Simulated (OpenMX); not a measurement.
# RbCl under changes of volume

One of the cells (35.796 Å³/atom); the others are scaled copies at fixed shape and fractional positions:

```
Rb Cl
1.0
     0.00000    3.29568    3.29568
     3.29568    0.00000    3.29568
     3.29568    3.29568    0.00000
Rb Cl
1 1
Direct
  0.00000 0.00000 0.00000
  0.50000 0.50000 0.50000
```

```yaml
Program: OpenMX 3.8.5
Functional: PBE
Potentials_or_basis: OpenMX 2013 PBE set, Rb11.0-s3p2d2, Cl7.0-s2p2d1f1, fixed grid of 36 × 36 × 36 points
k_mesh: 7 × 7 × 7
Occupations: fermi-dirac, width 0.05 eV
Spin: no spin polarisation
```

```tsv
volume (Å³/atom)	energy over the lowest point (meV/atom)	gap on the mesh (eV)
32.989	33.74	5.43
33.690	23.40	5.34
34.392	15.23	5.26
35.796	?	?
36.498	1.54	5.03
37.200	0.00	4.96
```

Problem. What does the run at 35.796 Å³/atom give?

Solution. Energy over the lowest point 4.53 meV/atom; gap on the mesh 5.10 eV.

Worked out: A Birch-Murnaghan fit of order 3 (a polynomial in V^(-2/3)) to the other rows has its minimum at 37.72 Å³/atom, just outside them, with B0 = V·E''(V) = 14.2 GPa and B' = 4.8. It gives 4.48 meV/atom at 35.796 Å³/atom, against the run's 4.53. A straight line through the other rows of the gap, of slope -3.9 eV per unit of ln V (its deformation potential), gives 5.11 eV, against the run's 5.10.

Energies are extrapolated to zero smearing.

Caveats: the basis of atomic orbitals isn't converged, which shifts pressures, moduli and gaps; an odd mesh through Γ misses points on the zone boundary, where band edges often lie (some runs). Spin-orbit coupling on Rb is left out.
